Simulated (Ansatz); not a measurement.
**A computed series for InN: thickness series**

Start from InN in the zinc blende structure (space group F-43m, No. 216; a = 4.987 Å). Axes: x, y, z lie along the cube axes.

Free-standing slabs (2 atom(s) a layer) normal to [110] with 15 Å of vacuum; in-plane cell held at bulk.

Calculations: Ansatz (a program for electronic structure), PBEsol, PAW, cutoff 420 eV, no spin-orbit coupling.

Before the change:

- Band gap = zero

Question: The aim is a band gap between 0.39 eV and 0.46 eV. Which of these changes reaches it?
A. 6 layers
B. 1 layer
C. 7 layers

Answer: A, 6 layers. It gives 0.43 eV; 1 layer gives 1.15 eV; 7 layers gives 0.34 eV. Changes not listed may reach it too

Whether these cells are dynamically stable was not tested. All final runs are without spin polarisation. This is not the structure that InN has at room temperature and ambient pressure. The zero or small gap of InN can change with the level of theory.
